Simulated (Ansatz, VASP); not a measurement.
Na in VASP and in Ansatz

```
CELL_PARAMETERS angstrom
-2.06986 2.06986 2.11750
2.06986 -2.06986 2.11750
2.16514 2.16514 -2.11750
ATOMIC_POSITIONS crystal
Na 0.00000 0.00000 0.00000
```

Change from the starting cell: strain +0.0450 x Voigt [0, 0, 0, 0, 0, 1], atoms carried along.

Alike in both runs: task single point; functional PBEsol; k mesh 16 × 16 × 16; occupations gaussian, width 0.15 eV; no spin polarisation.

```csv
,VASP,Ansatz
version,VASP 6.6.1,Ansatz 0.2.0
potentials or method,"VASP PAW PBE potentials, release 64 (Na_pv)","scalar-relativistic, plane waves, PAW"
plane-wave cutoff (eV),520,420
valence electrons in the cell,7,9
```

|  | VASP | Ansatz | Ansatz less VASP |
| --- | --- | --- | --- |
| gap on the k mesh at the Fermi level (eV) | none | none | - |
| pressure (GPa) | -0.3 | -0.3 | +0.02 |
| largest component of the traceless stress (GPa) | 0.28 | 0.28 | -0.002 |

A gap of «none» marks a metal or a gap that the smearing closes. With one functional, cell and mesh, what is left measures potentials, basis and numerics. The two sets of potentials don't hold the same shells in valence.

Caveats: the PAW data sets were made with another functional, which shifts forces and pressure a little (VASP).
